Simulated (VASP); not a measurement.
Write the native input for VASP 6.6.1 that does the following.

```
Task                      : relaxation of the atoms
Functional                : PBE
Potentials or basis       : VASP PAW PBE potentials, release 64 (Cs_sv)
Cutoff                    : 520 eV
k mesh                    : 4 × 3 × 1
Occupations               : fermi-dirac, width 0.05 eV
Spin                      : no spin polarisation
Dipole correction         : yes
Atoms held fixed (from 0) : [0, 1]
Further INCAR settings    : ALGO = Normal; EDIFF = 1e-06; IBRION = 2; EDIFFG = -0.005; NSW = 60
```

The structure of Cs lies in POSCAR:

```
Cs
1.0
    5.5837899523      0.0000000000      0.0000000000
    0.0000000000      7.8966714800      0.0000000000
    0.0000000000      0.0000000000     23.3756849285
Cs
4
Selective dynamics
Direct
    0.5000000000      0.5000000000      0.3208462136  F F F
    0.0000000000      0.0000000000      0.4402820712  F F F
    0.5000000000      0.5000000000      0.5597179288  T T T
    0.0000000000      0.0000000000      0.6791537864  T T T
```

The slab is cut from a database's or a generator's crystal, which needn't be the stable form of the element.

One way to write it, as run:

INCAR

```
SYSTEM = Cs
  PREC = Accurate
  ENCUT = 520
  EDIFF = 1E-6
  ISMEAR = -1
  SIGMA = 0.05
  LREAL = .FALSE.
  LASPH = .TRUE.
  NELM = 80
  ALGO = Normal
  ISIF = 2
  LWAVE = .FALSE.
  LCHARG = .FALSE.
  LDIPOL = .TRUE.
  IDIPOL = 3
  DIPOL = 0.5 0.5 0.500
  GGA = PE
  IBRION = 2
  NSW = 60
  EDIFFG = -0.005
```

KPOINTS

```
regular mesh
0
G
  4 3 1
  0 0 0
```

Potentials or basis: VASP PAW PBE potentials, release 64 (Cs_sv).

The run is started by

```bash
$ cat potpaw_PBE.64/Cs_sv/POTCAR > POTCAR
$ mpirun -np 1 vasp_std > vasp.out
```

It gave:

```yaml
Energy_gained_by_relaxing: 0.3 meV/atom
Ionic_steps: 9
Band_gap_on_the_k_mesh: none (metal or under the smearing width)
```

Wall time 11 min on 1 thread of Intel(R) Xeon(R) Platinum 8488C (Sapphire Rapids), on a shared host, peak memory 0.96 GiB.
